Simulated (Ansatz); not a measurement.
# Cu (I4/mmm) in Ansatz: a series of runs

One crystal, Cu, is run at these levels: PBE0; tasks: single point, equation of state.

Program: Ansatz 0.2.0. These are calculated values, not measurements. Logs are shortened: lines on timing, memory, paths and dates and some standing lists are left out, and cuts for length are marked.

**1. The crystal as given**

Symmetry: I4/mmm, No. 139, tetragonal system. Conventional cell: a = 2.886 Å, b = 2.886 Å, c = 2.752 Å, α = 90.00°, β = 90.00°, γ = 90.00°. Cu (site symmetry 4/mmm) is surrounded by 10 Cu at 2.46 to 2.75 Å.

This isn't the form of Cu at room conditions, which is fcc.

**2. Single point, PBE0, 10.77 Å³/atom (volume scaled by 0.94)**

The input, input.yaml:

```yaml
crystal:
  lattice:
    - [-1.413340294, 1.413340294, 1.3479902729]
    - [1.413340294, -1.413340294, 1.3479902729]
    - [1.413340294, 1.413340294, -1.3479902729]
  atoms:
    - { symbol: Cu, position: [0.0, 0.0, 0.0] }
hamiltonian:
  xc: pbe0
  pseudopotentials: { kind: paw }
kpoints:
  mp_grid: { grid: [6, 6, 6] }
scf:
  occupations: { method: fermi_dirac, width: 0.05 }
output:
  forces: true
  stress: true
  eigenvalues: true
  write_density: true
  write_potential: true
  elf: true
  volumetric_format: npy
```

Potentials or basis: Ansatz PAW.

Started as:

```console
ansatz run input.yaml --threads 2 --pin off --max-ram 5632MiB --backend cpu --events-out ev --progress --plain --runs-dir out
```

The log of the run:

```text
Warning: output.stress: scf.convergence.dr2_threshold = 1e-7 eV (the SCF's general default) is looser than the 1e-10 eV advised for a printed stress (1e-10 eV for each atom of the cell: 1). What an SCF threshold leaves in a stress goes as its square root, and in the free energy as the threshold itself, and one threshold admits the most on a small cell: of the crystals measured, under no hybrid functional and no lock of the moments, on runs that ended without the residual-converged pass, on stresses that held no estimate of that error, the worst erred by over 100 MPa in a component at 1e-7 eV an atom and by under 5 at 1e-10. Set scf.convergence.dr2_threshold to 1e-10 eV or tighter. The threshold is an SCF's pass mark: one that does not reach it within its budget of iterations ends unconverged, or closes short of it on a stop that the run arms, and scf.convergence.dr2_threshold's page says what that costs each kind of run
Warning: output.stress: scf.exx.energy_threshold = 1e-6 eV is looser than the 1e-8 eV advised for a stress under a hybrid functional (1e-8 eV for each atom of the cell: 1). Every SCF of the exchange loop can meet its threshold on dr2 while the loop round them stops early: no threshold on dr2 bounds what that leaves in the stress. Set scf.exx.energy_threshold to 1e-8 eV or tighter. The threshold is the loop's pass mark: a loop that does not reach it within its budget of cycles ends unconverged, and scf.exx.energy_threshold's page has the law
Warning: RAYON_NUM_THREADS=2 ignored (pool sized by the plan → 2); use --threads N
Engine: ansatz 0.2.0, x86_64-unknown-linux-gnu
Pseudopotentials: kind: paw
Pseudopotential: Cu, paw, valence charge 19, recommended cutoff 420 eV (normal), Cu.paw.azcp
Functional definition: PBE0
  parameter a = 0.25
  parameter kappa = 0.804
  parameter beta = 0.06672455060314922
  exchange = (1 - a)*pbe_x(kappa = kappa, mu = beta*pi^2/3) + a*exact_x
  correlation = pbe_c(beta = beta)
Crystal: 1 atoms, lattice volume = 10.771 Å³
Basis set: ecut = 420 eV, 201 PW (Γ), exchange–correlation on 36×36×36 points (8 copies of the dense FFT grid, shifted against one another)
Bands: 14, of which v1, the nominal top of the filled ones, is band 10 counted from 1 (9 counted from 0)
Symmetry: 16 space group operations
Space group: I4/mmm (ITA 139), of the structure as read, at distance tolerance 2.2e-5 Å
k-points: 30 of 216
Non-local potential: Cu, projectors of the file, l = 0: 3, l = 1: 2, l = 2: 3, l = 3: 1
PAW form: soft (Blöchl's): semilocal exchange-correlation on the pseudo side does not see the compensation charge
PAW frozen core: Cu, regenerated for the run's functional, and the local potential with it (the file was generated under x = pbe(κ = 0.804, μ = 0.2195149727645171), c = pbe(β = 0.06672455060314922))
PAW one-centre angular grid: Cu, 590 points (default); XC on 64 Gauss nodes
Initial density: superposition of atomic densities (neutral atoms: chi_scale 0, normalization atom), corrected by the library's trained network
Initial wavefunctions: pseudopotential atomic-orbital guess
Functional: x = pbe(κ = 0.804, μ = 0.2195149727645171), c = pbe(β = 0.06672455060314922), warm-up for x = 0.75 pbe(κ = 0.804, μ = 0.2195149727645171) + 0.25 exact, c = pbe(β = 0.06672455060314922)
SCF iter   1: F=—  HF=-6625.002120 eV  |F-HF|=—  |Δ(HF+E_count)|=         —  Δρ=4.35e-3  dr2=1.09e-3  ethr=1.77e-3  ⟨swp⟩=7.0  Hψ=1814  notcnv=0
preconditioner: auto → none  [metal: Δε(μ)=0.076 eV  Ē_g=18.350 eV  σ=0.050 eV  W_gap=0.36  n_scr=0 (ndim 8)  ℏωp=37.5 eV  f_vac=0.000  D(μ)=1.52/eV (n_scr^D=18)]
iter 2 solved again at ethr=7.81e-8 eV; its pass at ethr=5.74e-6 eV (dr2=1.48e-5 eV) is discarded
SCF iter   2: F=—  HF=-6625.001964 eV  |F-HF|=—  |Δ(HF+E_count)|=   1.56e-4  Δρ=6.46e-4  dr2=1.48e-5  ethr=7.81e-8  ⟨swp⟩=4.0  Hψ=1811  notcnv=0  defer=1
SCF iter   3: F=—  HF=-6625.001977 eV  |F-HF|=—  |Δ(HF+E_count)|=   1.29e-5  Δρ=4.26e-4  dr2=8.48e-6  ethr=7.77e-8  ⟨swp⟩=3.0  Hψ=829  notcnv=0  defer=1
SCF iter   4: F=—  HF=-6625.001982 eV  |F-HF|=—  |Δ(HF+E_count)|=   5.14e-6  Δρ=1.49e-5  dr2=7.33e-9  ethr=4.46e-8  ⟨swp⟩=2.7  Hψ=733  notcnv=0
SCF iter   5: F=—  HF=-6625.001982 eV  |F-HF|=—  |Δ(HF+E_count)|=   4.82e-8  Δρ=5.90e-6  dr2=1.47e-9  ethr=3.86e-11  ⟨swp⟩=4.2  Hψ=1266  notcnv=0
SCF iter   6: F=—  HF=-6625.001982 eV  |F-HF|=—  |Δ(HF+E_count)|=  4.00e-10  Δρ=2.79e-6  dr2=2.70e-10  ethr=7.75e-12  ⟨swp⟩=2.1  Hψ=710  notcnv=0
SCF iter   7: F=-6625.001982 eV  HF=-6625.001982 eV  |F-HF|=3.64e-12  |Δ(HF+E_count)|=  1.82e-12  Δρ=5.30e-7  dr2=1.31e-11  ethr=1.42e-12  ⟨swp⟩=3.0  Hψ=888  notcnv=0
SCF 1 converged in 7 iterations: F = -6625.001982 eV  dr2 = 1.31e-11
Initial density: handed on by an earlier stage of this run
Initial wavefunctions: those handed on with the density
Functional: x = 0.75 pbe(κ = 0.804, μ = 0.2195149727645171) + 0.25 exact, c = pbe(β = 0.06672455060314922)
Frozen-core exchange: fock
iter 1 solved again at ethr=1.50e-3 eV; its pass at ethr=1.00e-1 eV (dr2=2.85e-1 eV) is discarded
SCF iter   1: F=—  HF=-6624.122993 eV  |F-HF|=—  |Δ(HF+E_count)|=         —  Δρ=7.00e-2  dr2=3.13e-1  ethr=1.50e-3  ⟨swp⟩=2.0  Hψ=1681  notcnv=0
preconditioner: auto → none  [insulator: Δε(μ)=0.365 eV  Ē_g=22.118 eV  σ=0.050 eV  W_gap=0.92  n_scr=0 (ndim 8)  ℏωp=37.5 eV  f_vac=0.000  D(μ)=0.22/eV (n_scr^D=0)]
SCF iter   2: F=—  HF=-6624.109213 eV  |F-HF|=—  |Δ(HF+E_count)|=   1.38e-2  Δρ=4.63e-2  dr2=1.16e-1  ethr=1.50e-3  ⟨swp⟩=3.0  Hψ=1123  notcnv=0
SCF iter   3: F=—  HF=-6624.054456 eV  |F-HF|=—  |Δ(HF+E_count)|=   5.48e-2  Δρ=1.09e-2  dr2=1.26e-2  ethr=6.06e-4  ⟨swp⟩=3.0  Hψ=1045  notcnv=0
SCF iter   4: F=—  HF=-6624.052965 eV  |F-HF|=—  |Δ(HF+E_count)|=   1.49e-3  Δρ=3.23e-4  dr2=3.90e-3  ethr=4.12e-5  ⟨swp⟩=2.0  Hψ=795  notcnv=0
SCF iter   5: F=—  HF=-6624.052967 eV  |F-HF|=—  |Δ(HF+E_count)|=   2.50e-6  Δρ=6.39e-5  dr2=1.59e-7  ethr=2.78e-8  ⟨swp⟩=3.6  Hψ=1076  notcnv=0
SCF iter   6: F=-6624.052967 eV  HF=-6624.052967 eV  |F-HF|=2.61e-9  |Δ(HF+E_count)|=   6.54e-8  Δρ=8.07e-6  dr2=3.99e-9  ethr=8.38e-10  ⟨swp⟩=3.1  Hψ=1042  notcnv=0
SCF 2 converged in 6 iterations: F = -6624.052967 eV  dr2 = 3.99e-9
hybrid outer 1: dexx = +2.117e-2 eV, tail = 1.70e-2 eV
Frozen-core exchange: fock
SCF iter   1: F=—  HF=-6624.077722 eV  |F-HF|=—  |Δ(HF+E_count)|=         —  Δρ=8.58e-3  dr2=4.96e-3  ethr=4.48e-4  ⟨swp⟩=2.1  Hψ=842  notcnv=0
preconditioner: auto → none  [insulator: Δε(μ)=0.716 eV  Ē_g=21.762 eV  σ=0.050 eV  W_gap=0.94  n_scr=0 (ndim 8)  ℏωp=37.5 eV  f_vac=0.000  D(μ)=0.17/eV (n_scr^D=0)]
SCF iter   2: F=—  HF=-6624.076611 eV  |F-HF|=—  |Δ(HF+E_count)|=   1.11e-3  Δρ=2.91e-4  dr2=1.10e-4  ethr=2.45e-5  ⟨swp⟩=2.0  Hψ=822  notcnv=0
SCF iter   3: F=-6624.077000 eV  HF=-6624.077067 eV  |F-HF|=6.67e-5  |Δ(HF+E_count)|=   4.56e-4  Δρ=9.74e-4  dr2=7.21e-5  ethr=3.48e-8  ⟨swp⟩=4.0  Hψ=1248  notcnv=0
SCF 3 stopped early in 3 iterations: F = -6624.077000 eV  dr2 = 7.21e-5
hybrid outer 2: dexx = +5.311e-4 eV, tail = 1.86e-4 eV, Δε = 1.69e-1 eV (about 3.31e-2 eV left of the loop's levels)
Frozen-core exchange: fock
SCF iter   1: F=—  HF=-6624.076771 eV  |F-HF|=—  |Δ(HF+E_count)|=         —  Δρ=4.79e-4  dr2=2.67e-5  ethr=4.91e-6  ⟨swp⟩=2.0  Hψ=840  notcnv=0
preconditioner: auto → none  [insulator: Δε(μ)=0.730 eV  Ē_g=21.712 eV  σ=0.050 eV  W_gap=0.94  n_scr=0 (ndim 8)  ℏωp=37.5 eV  f_vac=0.000  D(μ)=0.17/eV (n_scr^D=0)]
SCF iter   2: F=—  HF=-6624.076767 eV  |F-HF|=—  |Δ(HF+E_count)|=   3.62e-6  Δρ=9.83e-5  dr2=1.35e-5  ethr=8.11e-8  ⟨swp⟩=3.0  Hψ=840  notcnv=0
SCF iter   3: F=—  HF=-6624.077058 eV  |F-HF|=—  |Δ(HF+E_count)|=   2.91e-4  Δρ=3.50e-4  dr2=7.61e-6  ethr=2.14e-9  ⟨swp⟩=4.0  Hψ=1195  notcnv=0
SCF iter   4: F=—  HF=-6624.077056 eV  |F-HF|=—  |Δ(HF+E_count)|=   2.40e-6  Δρ=3.35e-5  dr2=1.61e-7  ethr=2.14e-9  ⟨swp⟩=4.0  Hψ=1147  notcnv=0
SCF iter   5: F=—  HF=-6624.077056 eV  |F-HF|=—  |Δ(HF+E_count)|=   1.65e-8  Δρ=2.10e-6  dr2=8.26e-8  ethr=3.43e-10  ⟨swp⟩=2.7  Hψ=750  notcnv=0
SCF iter   6: F=—  HF=-6624.077056 eV  |F-HF|=—  |Δ(HF+E_count)|=   5.80e-7  Δρ=2.98e-5  dr2=6.03e-8  ethr=1.20e-12  ⟨swp⟩=4.5  Hψ=1429  notcnv=0
SCF iter   7: F=-6624.077056 eV  HF=-6624.077056 eV  |F-HF|=2.45e-10  |Δ(HF+E_count)|=   1.51e-8  Δρ=2.66e-6  dr2=2.48e-9  ethr=1.20e-12  ⟨swp⟩=4.0  Hψ=1262  notcnv=0
SCF 4 converged in 7 iterations: F = -6624.077056 eV  dr2 = 2.48e-9
  Residual-converged pass: ⟨swp⟩=1.0  Hψ=421  notcnv=0  max |occ|·‖R‖ = 2.4e-6 eV (tolerance 2.4e-6 eV)  dr2=2.48e-9  dr2_onsite=1.40e-10  max |Δocc| = 4.4e-15
hybrid outer 3: dexx = +3.170e-6 eV, tail = 3.78e-8 eV, Δε = 1.45e-2 eV (about 3.44e-4 eV left of the loop's levels)
hybrid SCF converged: 3 outer / 16 inner (+7 warm-up), last move |dexx| = 3.17e-6 eV, tail = 3.78e-8 eV
Stability not checked: this state was not tested for a lower state beside it, because the functional holds exact exchange (a hybrid, or Hartree-Fock), whose exchange loop this test does not read (fock_operator; see scf.lower_state_search)
Free energy (F): -6624.077056 eV
Frozen-core exchange: fock
Harris-Foulkes:  -6624.077056 eV  (|F-HF|=2.45e-10)
Internal energy: -6624.075269 eV  (E = F + TS)
E sigma→0 (E₀):  -6624.076162 eV
Entropy (-TS):   -0.001788 eV (-1.788 meV/atom)
Fermi energy:    18.262969 eV
--- Per-component energies (eV) ---
  E_band       = -391.604703
  E_kinetic    = 302.260263
  E_local      = -3902.485180  (includes V_loc(G=0)·N_el)
  E_nonlocal   = 400.255047
  E_hartree    = 1735.584680
  E_xc         = -69.263696
  E_vxc        = -89.325651  (∫ρ·V_xc dr)
  E_exx        = -116.917955  (= α·E_x^exact, valence–valence)
  E_paw        = -1573.945588  (= ΣΔE_a)
  E_vpaw       = -339.644936  (= ΣTr[D̂ρ^β])
  E_aug_tail   = 0.000359  (compensation charges beyond the density's cutoff)
  E_ewald      = -3399.328166
  E_core_change = -0.235031  (= ΣΔE_core)
  E_smearing   = -0.001788  (= −TS)
  E_closure    = -0.000000  (closes the sum)
  Σ components = -6624.077056   (vs F -6624.077056, Δ=0.00e0)
--- Forces (eV/Å), atoms counted from 1 ---
  atom   1  Cu    -0.00000000    -0.00000000    -0.00000000
  max |Σ_I F_I| component: 2.47e-32 eV/Å
--- Stress (GPa, compression-positive) ---
       20.104582       0.000000       0.000000
        0.000000      20.104582       0.000000
        0.000000      -0.000000      16.439921
  P = ⅓ Tr σ = 18.8830 GPa (188.830 kbar)
--- Band table (eV; the first three rows and the last of 30) ---
  k-point 0: bands = ["-100.6911", "-56.3645", "-56.3611", "-56.3611", "6.9217", "13.0964", "13.3019", "13.3019", "14.2778", "14.5067", "45.6598", "45.6598", "46.9440", "50.2692"]
  k-point 1: bands = ["-100.6844", "-56.4068", "-56.3798", "-56.3606", "8.1373", "13.1045", "13.1095", "13.7842", "14.1169", "14.5004", "38.5012", "43.9607", "45.6188", "46.5379"]
  k-point 2: bands = ["-100.6712", "-56.4994", "-56.4106", "-56.3611", "10.6045", "12.7187", "13.8172", "14.1997", "14.5103", "14.8510", "29.6918", "40.5531", "42.0145", "44.2831"]
  k-point 29: bands = ["-100.6438", "-56.5077", "-56.5077", "-56.4937", "11.2556", "11.3239", "15.2503", "15.2503", "15.3546", "27.9422", "27.9422", "29.9761", "33.9148", "34.7813"]
```

Run time: 17 s. Hardware: 2 threads of Intel Xeon at 2.50GHz (Skylake/Cascade Lake), shared host; peak memory 0.51 GiB.

What came out:

- Free energy: -6624.0771 eV
- Pressure: 18.9 GPa
- Band gap on the k mesh: none (metal or under the smearing width)

Caveat: the k mesh is coarse (spacing up to 0.54 Å⁻¹), so the values aren't converged, least of all with exact exchange; the pressure holds a Pulay correction of +0.5 GPa for the finite cutoff; the PAW data sets come from PBE, with cores solved anew for the run's functional, which leaves a small shift of forces and pressure; the thresholds are loose for stress.

**3. Single point, PBE0, 11.00 Å³/atom (volume scaled by 0.96)**

input.yaml, as its differences from that of step 2:

```diff
@@ -2,5 +2,5 @@
   lattice:
-    - [-1.413340294, 1.413340294, 1.3479902729]
-    - [1.413340294, -1.413340294, 1.3479902729]
-    - [1.413340294, 1.413340294, -1.3479902729]
+    - [-1.4232937226, 1.4232937226, 1.3574834749]
+    - [1.4232937226, -1.4232937226, 1.3574834749]
+    - [1.4232937226, 1.4232937226, -1.3574834749]
   atoms:
```

Potentials or basis: Ansatz PAW.

Started as:

```console
ansatz run input.yaml --threads 2 --pin off --max-ram 5632MiB --backend cpu --events-out ev --progress --plain --runs-dir out
```

It took 19 s on 2 threads of Intel Xeon at 2.50GHz (Skylake/Cascade Lake), shared host; peak memory 0.51 GiB.

Results (log left out):

| Item | Value |
| --- | --- |
| Free energy | -6624.1010 eV |
| Pressure | 14.5 GPa |
| Band gap on the k mesh | none (metal or under the smearing width) |

Caveat: the k mesh is coarse (spacing up to 0.53 Å⁻¹), so the values aren't converged, least of all with exact exchange; the pressure holds a Pulay correction of +0.5 GPa for the finite cutoff; the PAW data sets come from PBE, with cores solved anew for the run's functional, which leaves a small shift of forces and pressure; the thresholds are loose for stress.

**4. Single point, PBE0, 11.23 Å³/atom (volume scaled by 0.98)**

input.yaml, as its differences from that of step 3:

```diff
@@ -2,5 +2,5 @@
   lattice:
-    - [-1.4232937226, 1.4232937226, 1.3574834749]
-    - [1.4232937226, -1.4232937226, 1.3574834749]
-    - [1.4232937226, 1.4232937226, -1.3574834749]
+    - [-1.4331098516, 1.4331098516, 1.3668457257]
+    - [1.4331098516, -1.4331098516, 1.3668457257]
+    - [1.4331098516, 1.4331098516, -1.3668457257]
   atoms:
```

Started as:

```console
ansatz run input.yaml --threads 2 --pin off --max-ram 5632MiB --backend cpu --events-out ev --progress --plain --runs-dir out
```

Wall time 20 s (2 threads of Intel Xeon at 2.50GHz (Skylake/Cascade Lake), shared host); peak memory 0.52 GiB.

Results (log left out):

```
Free energy            : -6624.1189 eV
Pressure               : 10.6 GPa
Band gap on the k mesh : none (metal or under the smearing width)
```

Caveat: the k mesh is coarse (spacing up to 0.53 Å⁻¹), so the values aren't converged, least of all with exact exchange; the pressure holds a Pulay correction of +0.4 GPa for the finite cutoff; the PAW data sets come from PBE, with cores solved anew for the run's functional, which leaves a small shift of forces and pressure; the thresholds are loose for stress.

**5. Single point, PBE0, 11.46 Å³/atom**

input.yaml, as its differences from that of step 4:

```diff
@@ -2,5 +2,5 @@
   lattice:
-    - [-1.4331098516, 1.4331098516, 1.3668457257]
-    - [1.4331098516, -1.4331098516, 1.3668457257]
-    - [1.4331098516, 1.4331098516, -1.3668457257]
+    - [-1.44279332, 1.44279332, 1.37608145]
+    - [1.44279332, -1.44279332, 1.37608145]
+    - [1.44279332, 1.44279332, -1.37608145]
   atoms:
```

Started as:

```console
ansatz run input.yaml --threads 2 --pin off --max-ram 5632MiB --backend cpu --events-out ev --progress --plain --runs-dir out
```

It took 20 s on 2 threads of Intel Xeon at 2.50GHz (Skylake/Cascade Lake), shared host; peak memory 0.52 GiB.

The run converged. Its results:

```yaml
Free_energy: -6624.1314 eV
Pressure: 7.1 GPa
Band_gap_on_the_k_mesh: none (metal or under the smearing width)
```

Caveat: the k mesh is coarse (spacing up to 0.53 Å⁻¹), so the values aren't converged, least of all with exact exchange; the pressure holds a Pulay correction of +0.4 GPa for the finite cutoff; the PAW data sets come from PBE, with cores solved anew for the run's functional, which leaves a small shift of forces and pressure; the thresholds are loose for stress.

**6. Single point, PBE0, 11.69 Å³/atom (volume scaled by 1.02)**

The input, input.yaml:

```yaml
crystal:
  lattice:
    - [-1.4523485211, 1.4523485211, 1.3851948378]
    - [1.4523485211, -1.4523485211, 1.3851948378]
    - [1.4523485211, 1.4523485211, -1.3851948378]
  atoms:
    - { symbol: Cu, position: [0.0, 0.0, 0.0] }
hamiltonian:
  xc: pbe0
  pseudopotentials: { kind: paw }
kpoints:
  mp_grid: { grid: [6, 6, 6] }
scf:
  occupations: { method: fermi_dirac, width: 0.05 }
output:
  forces: true
  stress: true
  eigenvalues: true
```

Potentials or basis: Ansatz PAW.

Started as:

```console
ansatz run input.yaml --threads 2 --pin off --max-ram 5632MiB --backend cpu --events-out ev --progress --plain --runs-dir out
```

Run time: 22 s. Hardware: 2 threads of Intel Xeon at 2.50GHz (Skylake/Cascade Lake), shared host; peak memory 0.52 GiB.

Results (log left out):

* Free energy: -6624.1393 eV
* Pressure: 4.0 GPa
* Band gap on the k mesh: none (metal or under the smearing width)

Caveat: the k mesh is coarse (spacing up to 0.52 Å⁻¹), so the values aren't converged, least of all with exact exchange; the pressure holds a Pulay correction of +0.4 GPa for the finite cutoff; the PAW data sets come from PBE, with cores solved anew for the run's functional, which leaves a small shift of forces and pressure; the thresholds are loose for stress.

**7. Single point, PBE0, 11.92 Å³/atom (volume scaled by 1.04)**

input.yaml, as its differences from that of step 6:

```diff
@@ -2,5 +2,5 @@
   lattice:
-    - [-1.4523485211, 1.4523485211, 1.3851948378]
-    - [1.4523485211, -1.4523485211, 1.3851948378]
-    - [1.4523485211, 1.4523485211, -1.3851948378]
+    - [-1.4617796199, 1.4617796199, 1.3941898615]
+    - [1.4617796199, -1.4617796199, 1.3941898615]
+    - [1.4617796199, 1.4617796199, -1.3941898615]
   atoms:
```

Started as:

```console
ansatz run input.yaml --threads 2 --pin off --max-ram 5632MiB --backend cpu --events-out ev --progress --plain --runs-dir out
```

Wall time 22 s (2 threads of Intel Xeon at 2.50GHz (Skylake/Cascade Lake), shared host); peak memory 0.52 GiB.

Results (log left out):

* Free energy: -6624.1431 eV
* Pressure: 1.3 GPa
* Band gap on the k mesh: none (metal or under the smearing width)

Caveat: the k mesh is coarse (spacing up to 0.52 Å⁻¹), so the values aren't converged, least of all with exact exchange; the pressure holds a Pulay correction of +0.4 GPa for the finite cutoff; the PAW data sets come from PBE, with cores solved anew for the run's functional, which leaves a small shift of forces and pressure; the thresholds are loose for stress.

**8. Single point, PBE0, 12.15 Å³/atom (volume scaled by 1.06)**

The input, input.yaml:

```yaml
crystal:
  lattice:
    - [-1.4710905692, 1.4710905692, 1.4030702911]
    - [1.4710905692, -1.4710905692, 1.4030702911]
    - [1.4710905692, 1.4710905692, -1.4030702911]
  atoms:
    - { symbol: Cu, position: [0.0, 0.0, 0.0] }
hamiltonian:
  xc: pbe0
  pseudopotentials: { kind: paw }
kpoints:
  mp_grid: { grid: [6, 6, 6] }
scf:
  occupations: { method: fermi_dirac, width: 0.05 }
output:
  forces: true
  stress: true
  eigenvalues: true
  write_density: true
  write_potential: true
  elf: true
  volumetric_format: npy
```

Started as:

```console
ansatz run input.yaml --threads 2 --pin off --max-ram 5632MiB --backend cpu --events-out ev --progress --plain --runs-dir out
```

Run time: 20 s. Hardware: 2 threads of Intel Xeon at 2.50GHz (Skylake/Cascade Lake), shared host; peak memory 0.52 GiB.

It converged, with:

```
Free energy            : -6624.1431 eV
Pressure               : -1.2 GPa
Band gap on the k mesh : none (metal or under the smearing width)
```

Caveat: the k mesh is coarse (spacing up to 0.52 Å⁻¹), so the values aren't converged, least of all with exact exchange; the pressure holds a Pulay correction of +0.4 GPa for the finite cutoff; the PAW data sets come from PBE, with cores solved anew for the run's functional, which leaves a small shift of forces and pressure; the thresholds are loose for stress.

**9. Equation of state, PBE0**

Potentials or basis: Ansatz PAW.

This step only gathers the single runs of the series.

Results:

| Item | Value |
| --- | --- |
| Equilibrium volume | 12.04 Å³/atom |
| Bulk modulus at fixed shape and positions | 126 GPa |
| Pressure derivative of the bulk modulus | 5.5 (rough: it moves with the points fitted) |

Energy against volume, from the lowest point:
| volume (Å³/atom) | energy (meV/atom) |
| --- | --- |
| 10.771 | 66.08 |
| 11.000 | 42.18 |
| 11.229 | 24.26 |
| 11.458 | 11.79 |
| 11.687 | 3.83 |
| 11.916 | 0.02 |
| 12.146 | 0.00 |

Caveat: the k mesh is coarse (spacing up to 0.53 Å⁻¹), so the values aren't converged, least of all with exact exchange; the cell was scaled at fixed shape and fractional positions, which overstates the stiffness of a crystal with free parameters, most of all of layers and chains; the PAW data sets were made with another functional, which shifts forces and pressure a little.
